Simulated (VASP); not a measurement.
# Ag (Fm-3m) in VASP: notebook

The runs below take Ag through single point, relaxation of cell and atoms, with PBE, PBEsol+D4.

Program: VASP 6.6.1. These are calculated values, not measurements. Logs are shortened: lines on timing, memory, paths and dates and some standing lists are left out, and cuts for length are marked.

### Step 1. Starting point

It takes space group Fm-3m (No. 225, cubic). The conventional cell has a = 4.085 Å, b = 4.085 Å, c = 4.085 Å, α = 90.00°, β = 90.00°, γ = 90.00°. Ag (site symmetry m-3m) has 12 Ag at 2.89 Å as nearest neighbours.

### Step 2. Single point, PBE

File INCAR:

```
SYSTEM = Ag
  PREC = Accurate
  ENCUT = 520
  EDIFF = 1E-6
  ISMEAR = 0
  SIGMA = 0.012
  LREAL = .False.
  LASPH = .True.
  NELM = 60
  ALGO = Fast
  ISIF = 2
  LWAVE = .False.
  LCHARG = .True.
  GGA = PE
  LELF = .True.
  LVHAR = .True.
  NBANDS = 12
```

File KPOINTS:

```
regular mesh
0
Gamma
  11 11 11
  0 0 0
```

File POSCAR:

```
Ag
1.0
    0.0000000000      2.0427500000      2.0427500000
    2.0427500000      0.0000000000      2.0427500000
    2.0427500000      2.0427500000      0.0000000000
Ag
1
Direct
    0.0000000000      0.0000000000      0.0000000000
```

Potentials or basis: VASP PAW PBE potentials, release 64 (Ag).

The run is started by

```
cat potpaw_PBE.64/Ag/POTCAR > POTCAR
mpirun -np 1 vasp_std > vasp.out
```

OUTCAR:

```text
SYSTEM = Ag
   PREC = Accurate
   ENCUT = 520
   EDIFF = 1E-6
   ISMEAR = 0
   LREAL = .False.
   LASPH = .True.
   NELM = 60
   ISIF = 2
   GGA = PE

 ion  position               nearest neighbor table
   1  0.000  0.000  0.000-

  LATTYP: Found a face centered cubic cell.
 ALAT       =     4.0855000000

  Lattice vectors:

 A1 = (   0.0000000000,   2.0427500000,   2.0427500000)
 A2 = (   2.0427500000,   0.0000000000,   2.0427500000)
 A3 = (   2.0427500000,   2.0427500000,   0.0000000000)

Analysis of symmetry for initial positions (statically):
=====================================================================
 Subroutine PRICEL returns:
 Original cell was already a primitive cell.

 Routine SETGRP: Setting up the symmetry group for a
 face centered cubic supercell.

 Subroutine GETGRP returns: Found 48 space group operations
 (whereof 48 operations were pure point group operations)
 out of a pool of 48 trial point group operations.

The static configuration has the point symmetry O_h .

Analysis of symmetry for dynamics (positions and initial velocities):
=====================================================================
 Subroutine PRICEL returns:
 Original cell was already a primitive cell.

 Routine SETGRP: Setting up the symmetry group for a
 face centered cubic supercell.

 Subroutine GETGRP returns: Found 48 space group operations
 (whereof 48 operations were pure point group operations)
 out of a pool of 48 trial point group operations.

The dynamic configuration has the point symmetry O_h .

 Subroutine INISYM returns: Found 48 space group operations
 (whereof 48 operations are pure point group operations),
 and found     1 'primitive' translations

----------------------------------------------------------------------------------------

                                     Primitive cell

  volume of cell :      17.0481

  direct lattice vectors                    reciprocal lattice vectors
     0.000000000  2.042750000  2.042750000    -0.244768082  0.244768082  0.244768082
     2.042750000  0.000000000  2.042750000     0.244768082 -0.244768082  0.244768082
     2.042750000  2.042750000  0.000000000     0.244768082  0.244768082 -0.244768082

  length of vectors
     2.888884755  2.888884755  2.888884755     0.423950755  0.423950755  0.423950755

  position of ions in fractional coordinates (direct lattice)
     0.000000000  0.000000000  0.000000000

  ion indices of the primitive-cell ions
   primitive index   ion index
                 1           1

----------------------------------------------------------------------------------------

 KPOINTS: regular mesh

Automatic generation of k-mesh.
 Grid dimensions read from file:
 generate k-points for:   11   11   11

 Generating k-lattice:

  Cartesian coordinates                     Fractional coordinates (reciprocal lattice)
    -0.022251644  0.022251644  0.022251644     0.090909091  0.000000000  0.000000000
     0.022251644 -0.022251644  0.022251644     0.000000000  0.090909091  0.000000000
     0.022251644  0.022251644 -0.022251644     0.000000000  0.000000000  0.090909091

  Length of vectors
     0.038540978  0.038540978  0.038540978

  Shift w.r.t. Gamma in fractional coordinates (k-lattice)
     0.000000000  0.000000000  0.000000000

 Subroutine IBZKPT returns following result:
 ===========================================

 Found     56 irreducible k-points:

 Following reciprocal coordinates:
            Coordinates               Weight
  0.000000  0.000000  0.000000      1.000000
  0.090909  0.000000  0.000000      8.000000
  0.181818  0.000000  0.000000      8.000000
  0.272727  0.000000  0.000000      8.000000
  0.363636  0.000000  0.000000      8.000000
  0.454545  0.000000  0.000000      8.000000
[... 16 lines left out ...]
 -0.272727  0.181818  0.000000     24.000000
 -0.181818  0.181818  0.000000     12.000000
 [... further k-points ...]
   k-points           NKPTS =     56   k-points in BZ     NKDIM =     56   number of bands    NBANDS=     12
   number of dos      NEDOS =    301   number of ions     NIONS =      1
   total plane-waves  NPLWV =  13824
   dimension x,y,z NGX =    24 NGY =   24 NGZ =   24
   dimension x,y,z NGXF=    48 NGYF=   48 NGZF=   48
   ions per type =               1
   NGX,Y,Z   is equivalent  to a cutoff of  13.81, 13.81, 13.81 a.u.
   NGXF,Y,Z  is equivalent  to a cutoff of  27.62, 27.62, 27.62 a.u.
 SYSTEM =  Ag
   PREC   = accura    normal or accurate (medium, high low for compatibility)
   ISTART =      0    job   : 0-new  1-cont  2-samecut
   ICHARG =      2    charge: 1-file 2-atom 10-const
   ISPIN  =      1    spin polarized calculation?
   LNONCOLLINEAR =      F non collinear calculations
   LSORBIT =      F    spin-orbit coupling
   LASPH  =      T    aspherical Exc in radial PAW
   ENCUT  =  520.0 eV  38.22 Ry    6.18 a.u.   5.37  5.37  5.37*2*pi/ulx,y,z
   NELM   =     60;   NELMIN=  2; NELMDL= -5     # of ELM steps
   EDIFF  = 0.1E-05   stopping-criterion for ELM
   LREAL  =      F    real-space projection
   EDIFFG = 0.1E-04   stopping-criterion for IOM
   NSW    =      0    number of steps for IOM
   IBRION =     -1    ionic relax: 0-MD 1-quasi-New 2-CG
   NFREE  =      0    steps in history (QN), initial steepest desc. (CG)
   ISIF   =      2    stress and relaxation
   ISYM   =      2    0-nonsym 1-usesym 2-fastsym
   POTIM  = 0.5000    time-step for ionic-motion
   TEBEG  =    0.0;   TEEND  =   0.0 temperature during run
   PSTRESS=    0.0 pullay stress
   NELECT =      11.0000    total number of electrons
   NUPDOWN=      -1.0000    fix difference up-down
   EMIN   =  10.00;   EMAX   =-10.00  energy-range for DOS
   EFERMI =   0.00;   METHOD = LEGACY
   ISMEAR =     0;   SIGMA  =   0.01  broadening in eV -4-tet -1-fermi 0-gaus
   EFERMI_NEDOS =   21; number of points for ismear=-14 and -15
   IALGO  =     68    algorithm
   IMIX   =      4    mixing-type and parameters
     AMIX     =   0.40;   BMIX     =  1.00
     AMIX_MAG =   1.60;   BMIX_MAG =  1.00
  volume/ion in A,a.u.               =      17.05       115.05
  Fermi-wavevector in a.u.,A,eV,Ry     =   1.414644  2.673290 27.228221  2.001218
  Thomas-Fermi vector in A             =   2.536165
   LORBIT       =      0    0 simple, 1 ext, 2 COOP (PROOUT), +10 PAW based schemes
   GGA     = PE    functional components
   LHFCALC =     F    Hartree Fock is set to
   AEXX    =    0.0000 exact exchange contribution
   IVDW    =     0    specifies the selected vdW correction
   LEPSILON=     F    determine dielectric tensor
   LRPA    =     F    only Hartree local field effects (RPA)
 non-spin polarized calculation
 RMM-DIIS sequential band-by-band and
 Gauss-broadening in eV      SIGMA  =   0.01
  energy-cutoff  :      520.00
  volume of cell :       17.05
 maximum number of plane-waves:       477
 NGX is ok and might be reduce to    24
   NGX = 11   NGY = 11   NGZ = 11

 number of electron      10.9999999 magnetization

 Free energy of the ion-electron system (eV)
  ---------------------------------------------------
  ext. energy  EPLUGINS =         0.00000000
  ---------------------------------------------------
  free energy    TOTEN  =        -2.70918712 eV

  energy without entropy =       -2.70917178  energy(sigma->0) =       -2.70917945

 E-fermi :   8.7152     XC(G=0): -12.2134

 val. band max:        8.6405178615   @ k =  -0.4545   0.0909   0.0000
 cond. band min:       8.7325269970   @ k =   0.4545   0.3636   0.0000
 fundamental gap:      0.0920091356
 Fermi energy:         8.7152438866

 k-point     1 :       0.0000    0.0000    0.0000
  band No.  band energies     occupation
      1       0.6617      2.00000
      2       3.6132      2.00000
      3       3.6132      2.00000
      4       3.6132      2.00000
      5       4.6468      2.00000
      6       4.6468      2.00000
      7      24.4555      0.00000
      8      28.0355      0.00000
      9      28.0355      0.00000
     10      28.0355      0.00000
     11      32.8419      0.00000
     12      33.9805      0.00000

 k-point     2 :       0.0909    0.0000    0.0000
  band No.  band energies     occupation
      1       0.9169      2.00000
      2       3.5583      2.00000
      3       3.6814      2.00000
      4       3.6814      2.00000
      5       4.6227      2.00000
      6       4.6227      2.00000
      7      24.4175      0.00000
      8      26.2463      0.00000
      9      28.1354      0.00000
     10      28.1354      0.00000
     11      32.4562      0.00000
     12      33.6459      0.00000

 k-point     3 :       0.1818    0.0000    0.0000
  band No.  band energies     occupation
      1       1.5807      2.00000
      2       3.5253      2.00000
      3       3.8039      2.00000
      4       3.8039      2.00000
      5       4.6320      2.00000
      6       4.6320      2.00000
      7      22.1788      0.00000
      8      25.3199      0.00000
      9      28.2631      0.00000
     10      28.2631      0.00000
     11      31.2516      0.00000
     12      32.5620      0.00000
[... 286 lines left out ...]
 k-point    23 :      -0.2727    0.1818    0.0000
  band No.  band energies     occupation
      1       2.7711      2.00000
      2       3.4381      2.00000
      3       3.8735      2.00000
      4       4.0984      2.00000
      5       4.6647      2.00000
      6       7.0593      2.00000
      7      17.0914      0.00000
      8      20.2595      0.00000
      9      25.7775      0.00000
     10      27.3080      0.00000
     11      30.6021      0.00000
     12      33.1720      0.00000

 k-point    24 :      -0.1818    0.1818    0.0000
  band No.  band energies     occupation
      1       2.6921      2.00000
      2       3.2133      2.00000
      3       3.8290      2.00000
      4       4.2263      2.00000
      5       4.2580      2.00000
      6       5.7943      2.00000
      7      20.3627      0.00000
      8      20.7697      0.00000
      9      27.0596      0.00000
     10      28.8643      0.00000
     11      29.5460      0.00000
     12      33.0677      0.00000

 [... further k-points ...]

------------------------ aborting loop because EDIFF is reached ----------------------------------------

  FORCE on cell =-STRESS in cart. coord.  units (eV):
  Direction    XX          YY          ZZ          XY          YZ          ZX
  --------------------------------------------------------------------------------------
  -------------------------------------------------------------------------------------
  Total        0.4438024      0.4438024      0.4438024     -0.0000000     -0.0000000      0.0000000
  in kB       41.7085040     41.7085040     41.7085040     -0.0000000     -0.0000000      0.0000000
  external PRESSURE =      41.7085040 kB  Pullay stress =       0.0000000 kB

 VOLUME and BASIS-vectors are now :
 -----------------------------------------------------------------------------
  energy-cutoff  :      520.00
  volume of cell :       17.05
      direct lattice vectors                 reciprocal lattice vectors
     0.000000000  2.042750000  2.042750000    -0.244768082  0.244768082  0.244768082
     2.042750000  0.000000000  2.042750000     0.244768082 -0.244768082  0.244768082
     2.042750000  2.042750000  0.000000000     0.244768082  0.244768082 -0.244768082

 POSITION                                       TOTAL-FORCE (eV/Angst)
 -----------------------------------------------------------------------------------
      0.00000      0.00000      0.00000        -0.000000     -0.000000     -0.000000
 -----------------------------------------------------------------------------------
    total drift:                                0.000000      0.000000      0.000000

  FREE ENERGIE OF THE ION-ELECTRON SYSTEM (eV)
  ---------------------------------------------------
  free  energy   TOTEN  =        -2.7091871227 eV

  energy  without entropy=       -2.7091717849  energy(sigma->0) =       -2.70917945
```

It took 8.8 s on 1 thread of Intel Xeon Platinum 8488C (Sapphire Rapids), shared host; peak memory 0.14 GiB.

What came out:

```
Free energy            : -2.7092 eV
Pressure               : 4.2 GPa
Band gap on the k mesh : none (metal or under the smearing width)
```

### Step 3. Single point, PBE

File INCAR:

```
SYSTEM = Ag
PREC = Accurate
ENCUT = 520
EDIFF = 1E-7
ISMEAR = 0
SIGMA = 0.028000000000000004
LREAL = .FALSE.
LASPH = .TRUE.
NELM = 100
ALGO = Normal
ISIF = 2
LWAVE = .FALSE.
LCHARG = .TRUE.
GGA = PE
LELF = .TRUE.
LVHAR = .TRUE.
```

File KPOINTS:

```
Automatic mesh
0
G
  11 11 11
  0 0 0
```

POSCAR is that of step 2.

Potentials or basis: VASP PAW PBE potentials, release 64 (Ag).

The run is started by

```
cat potpaw_PBE.64/Ag/POTCAR > POTCAR
mpirun -np 1 vasp_std > vasp.out
```

OUTCAR:

```text
SYSTEM = Ag
   PREC = Accurate
   ENCUT = 520
   EDIFF = 1E-7
   ISMEAR = 0
   LREAL = .FALSE.
   LASPH = .TRUE.
   NELM = 100
   ISIF = 2
   GGA = PE

 ion  position               nearest neighbor table
   1  0.000  0.000  0.000-

  LATTYP: Found a face centered cubic cell.
 ALAT       =     4.0855000000

  Lattice vectors:

 A1 = (   0.0000000000,   2.0427500000,   2.0427500000)
 A2 = (   2.0427500000,   0.0000000000,   2.0427500000)
 A3 = (   2.0427500000,   2.0427500000,   0.0000000000)

[... 467 lines left out ...]
      9      27.0596      0.00000

 [... further k-points ...]

------------------------ aborting loop because EDIFF is reached ----------------------------------------

  FORCE on cell =-STRESS in cart. coord.  units (eV):
  Direction    XX          YY          ZZ          XY          YZ          ZX
  --------------------------------------------------------------------------------------
  -------------------------------------------------------------------------------------
  Total        0.4361069      0.4361069      0.4361069      0.0000000     -0.0000000      0.0000000
  in kB       40.9852774     40.9852774     40.9852774      0.0000000     -0.0000000      0.0000000
  external PRESSURE =      40.9852774 kB  Pullay stress =       0.0000000 kB

 VOLUME and BASIS-vectors are now :
 -----------------------------------------------------------------------------
  energy-cutoff  :      520.00
  volume of cell :       17.05
      direct lattice vectors                 reciprocal lattice vectors
     0.000000000  2.042750000  2.042750000    -0.244768082  0.244768082  0.244768082
     2.042750000  0.000000000  2.042750000     0.244768082 -0.244768082  0.244768082
     2.042750000  2.042750000  0.000000000     0.244768082  0.244768082 -0.244768082

 POSITION                                       TOTAL-FORCE (eV/Angst)
 -----------------------------------------------------------------------------------
      0.00000      0.00000      0.00000        -0.000000     -0.000000     -0.000000
 -----------------------------------------------------------------------------------
    total drift:                               -0.000000      0.000000      0.000000

  FREE ENERGIE OF THE ION-ELECTRON SYSTEM (eV)
  ---------------------------------------------------
  free  energy   TOTEN  =        -2.7092084569 eV

  energy  without entropy=       -2.7091595504  energy(sigma->0) =       -2.70918400
```

OSZICAR:

```text
N       E                     dE             d eps       ncg     rms          rms(c)
DAV:   1     0.453876979464E+02    0.45388E+02   -0.57215E+03  1024   0.111E+03
DAV:   2    -0.258339194923E+01   -0.47971E+02   -0.45851E+02  1033   0.207E+02
DAV:   3    -0.296831944743E+01   -0.38493E+00   -0.38487E+00  1184   0.231E+01
DAV:   4    -0.296922567933E+01   -0.90623E-03   -0.90621E-03  1142   0.104E+00
DAV:   5    -0.296923140943E+01   -0.57301E-05   -0.57297E-05  1133   0.773E-02    0.522E+00
DAV:   6    -0.272083268450E+01    0.24840E+00   -0.11590E+00  1026   0.117E+01    0.336E+00
DAV:   7    -0.271214794524E+01    0.86847E-02   -0.13152E-02  1078   0.125E+00    0.188E+00
DAV:   8    -0.270919509656E+01    0.29528E-02   -0.70634E-04  1031   0.258E-01    0.801E-02
DAV:   9    -0.270920219448E+01   -0.70979E-05   -0.74508E-06  1209   0.261E-02    0.144E-02
DAV:  10    -0.270920896336E+01   -0.67689E-05   -0.39901E-06  1098   0.250E-02    0.612E-03
DAV:  11    -0.270920850817E+01    0.45519E-06   -0.98365E-08   810   0.340E-03    0.359E-04
DAV:  12    -0.270920845692E+01    0.51243E-07   -0.55512E-09   538   0.862E-04
   1 F= -.27092085E+01 E0= -.27091840E+01  d E =-.489066E-04
```

It took 6.6 s on 1 thread of Intel Xeon Platinum 8488C (Sapphire Rapids), shared host; peak memory 0.14 GiB.

What came out:

```yaml
Free_energy: -2.7092 eV
Pressure: 4.1 GPa
Band_gap_on_the_k_mesh: none (metal or under the smearing width)
```

(Continued in part 2 of 2.)
